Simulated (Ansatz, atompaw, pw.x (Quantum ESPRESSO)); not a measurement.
**pw.x on sc Lu: one setting changed**

Potential: PAW, atompaw 4.2.0.5, PBE; core [Kr] 4d10, reference 4f14 5s2 5p6 5d1 6s1 6p1; waves: 5s (bound); 6s (bound); 5p (bound); 6p (bound); 5d (bound); 5d channel at 1.2 Ry; 4f (bound); 4f channel at 0.4 Ry; local part: troulliermartins scheme with l = 4 at 0 Ry, radius 2.25 bohr; core correction: smooth core density matched at 1.90 bohr; augmentation: sinc compensation charge, radius 2.60 bohr; PAW radius 3.00 bohr; waves and projectors: bloechl.

The reference run (k-mesh 10³, cutoffs 60/600 Ry, Fermi–Dirac 0.01 Ry, mixing_beta 0.4, conv_thr 1e-9, no spin) gives 0.31 GPa at 33.094 Å³/atom, where all-electron LAPW gives -0.05 GPa. This run, with its own iteration cap, changes diagonalization to rmm-davidson.

```
&control
  calculation='scf', prefix='x', pseudo_dir='./', outdir='./tmp', tstress=.true., disk_io='none'
/
&system
  ibrav=0, nat=1, ntyp=1, ecutwfc=60, ecutrho=600, nbnd=21,
  occupations='smearing', smearing='fd', degauss=0.01
/
&electrons
  conv_thr=1e-09, mixing_beta=0.4, electron_maxstep=60, diagonalization='rmm-davidson'
/
ATOMIC_SPECIES
Lu 1.0 Lu.UPF
CELL_PARAMETERS angstrom
  3.21057698 0.00000000 0.00000000
  0.00000000 3.21057698 0.00000000
  0.00000000 0.00000000 3.21057698
ATOMIC_POSITIONS crystal
Lu 0.0000 0.0000 0.0000
K_POINTS automatic
10 10 10 0 0 0
```

```bash
pw.x < Lu.scf.in > Lu.scf.out
```

Problem. How does the run end?

Solution. It converges in 12 iterations; the free energy moves by +0.0 meV/atom and the pressure by -0.01 GPa. The result is that of the reference run.

```
Message from routine setup:
     using ibrav=0 with symmetry is DISCOURAGED, use correct ibrav instead
     lattice parameter (alat)  =       6.0671  a.u.
     unit-cell volume          =     223.3294 (a.u.)^3
     number of electrons       =        25.00
     number of Kohn-Sham states=           21
     kinetic-energy cutoff     =      60.0000  Ry
     charge density cutoff     =     600.0000  Ry
     scf convergence threshold =      1.0E-09
     Exchange-correlation= SLA PW PBX PBC
     number of k points=    56  Fermi-Dirac smearing, width (Ry)=  0.0100
     iteration #  1     ecut=    60.00 Ry     beta= 0.40
     total energy              =   -1080.10139388 Ry
     estimated scf accuracy    <       0.02831255 Ry
     iteration #  2     ecut=    60.00 Ry     beta= 0.40
     total energy              =   -1080.10692959 Ry
     estimated scf accuracy    <       0.00118426 Ry
     iteration #  3     ecut=    60.00 Ry     beta= 0.40
     total energy              =   -1080.10759619 Ry
     estimated scf accuracy    <       0.00025871 Ry
     [... 6 iterations left out ...]
     iteration # 10     ecut=    60.00 Ry     beta= 0.40
     total energy              =   -1080.10789374 Ry
     estimated scf accuracy    <       0.00000002 Ry
     iteration # 11     ecut=    60.00 Ry     beta= 0.40
     total energy              =   -1080.10789374 Ry
     estimated scf accuracy    <          1.7E-09 Ry
     iteration # 12     ecut=    60.00 Ry     beta= 0.40
     the Fermi energy is    14.7595 ev
!    total energy              =   -1080.10789374 Ry
     estimated scf accuracy    <          2.4E-11 Ry
     smearing contrib. (-TS)   =      -0.00840456 Ry
     convergence has been achieved in  12 iterations
          total   stress  (Ry/bohr**3)                   (kbar)     P=        3.09
     Message from routine punch:
     Nothing written, as per user request (disk_io='none')
```

The run took about 63 s on one core of a shared host (Intel(R) Xeon(R) Platinum 8488C, 192 threads, 744 GiB, load 103).
